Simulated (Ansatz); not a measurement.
Frontier orbitals of C3H7O+ (`CC(C)=[OH+]`).

The species carries charge 1 and has multiplicity 1. The geometry is a stationary point of PBE0-D4/def2-TZVP. It is one conformer, not always the lowest. Basis def2-TZVPP, the Gaussian-basis code of Ansatz.

```json
{"functional": "LDA (SPW92)", "HOMO (eV)": "-14.99", "LUMO (eV)": "-9.16", "gap (eV)": "5.83"}
{"functional": "PBE", "HOMO (eV)": "-14.92", "LUMO (eV)": "-9.00", "gap (eV)": "5.92"}
{"functional": "revPBE", "HOMO (eV)": "-14.88", "LUMO (eV)": "-8.93", "gap (eV)": "5.95"}
{"functional": "BLYP", "HOMO (eV)": "-14.86", "LUMO (eV)": "-8.89", "gap (eV)": "5.97"}
{"functional": "B97M-V", "HOMO (eV)": "-15.43", "LUMO (eV)": "-8.64", "gap (eV)": "6.79"}
{"functional": "PBE0", "HOMO (eV)": "-16.50", "LUMO (eV)": "-7.90", "gap (eV)": "8.60"}
{"functional": "r2SCANh", "HOMO (eV)": "-15.85", "LUMO (eV)": "-8.33", "gap (eV)": "7.52"}
{"functional": "CAM-B3LYP", "HOMO (eV)": "-18.00", "LUMO (eV)": "-6.69", "gap (eV)": "11.31"}
{"functional": "ωB97M-V", "HOMO (eV)": "-18.87", "LUMO (eV)": "-5.58", "gap (eV)": "13.29"}
```

From PBE to PBE0 the HOMO moves by −1.58 eV and the LUMO by +1.09 eV, and with ωB97M-V by −3.95 and +3.42 eV, so the gap grows from 5.92 to 13.29 eV with exact exchange.
